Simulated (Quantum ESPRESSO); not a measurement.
The system is SiC (Moissanite).

```xyz
4
Lattice="3.0344 0.0000 0.0000 -1.5172 2.6279 0.0000 0.0000 0.0000 4.9798" Properties=species:S:1:pos:R:3 pbc="T T T"
Si    1.5172    0.8760    2.4899
Si    0.0000    1.7519    0.0000
C     1.5172    0.8760    4.4071
C     0.0000    1.7519    1.9172
```

The cell isn't the ideal one: volume scaled by 0.96.

| Property | Result |
| --- | --- |
| Program | Quantum ESPRESSO 7.5 |
| Task | Berry-phase polarisation |
| Functional | LDA |
| Potentials or basis | GBRV 1.5 LDA |
| Cutoff | 612 eV |
| Density cutoff | 4898 eV |
| k mesh | 5 × 5 × 2 |
| Occupations | fermi-dirac, width 0.05 eV |
| Spin | no spin polarisation |
| Form of the LDA correlation | PZ81 |
| Mixing beta | 0.5 |
| Most SCF iterations | 120 |
| SCF threshold | 8e-10 Ry |
| Mixing mode | TF |
| Startingwfc | atomic |
| k points per string | 10 × 10 × 8 |

The atoms were relaxed first, and the response was taken there.

The first run showed a gap, so the response started from a second, tighter run with fixed occupations.

Q: What formal polarisation does the Berry-phase calculation give along the three lattice vectors?

A: 0.000, 0.000, -2.063 C/m², each defined up to a quantum of 2.449, 2.449, 4.018 C/m², that is 0.000, 0.000, -0.514 of the quanta. A formal value alone isn't measurable: only its change along an insulating path is.

Berry phases in units of 2π:
```csv
direction,ionic,electronic,their sum is defined modulo
a1,0.000,0.000,2
a2,0.000,0.000,2
a3,-0.920,-0.107,2
```

Caveat: the k mesh is coarse (spacing up to 0.63 Å⁻¹), so the values aren't converged; with symmetry on, the polarisation can be off by several percent; an odd mesh through Γ misses points on the zone boundary, where band edges often lie.
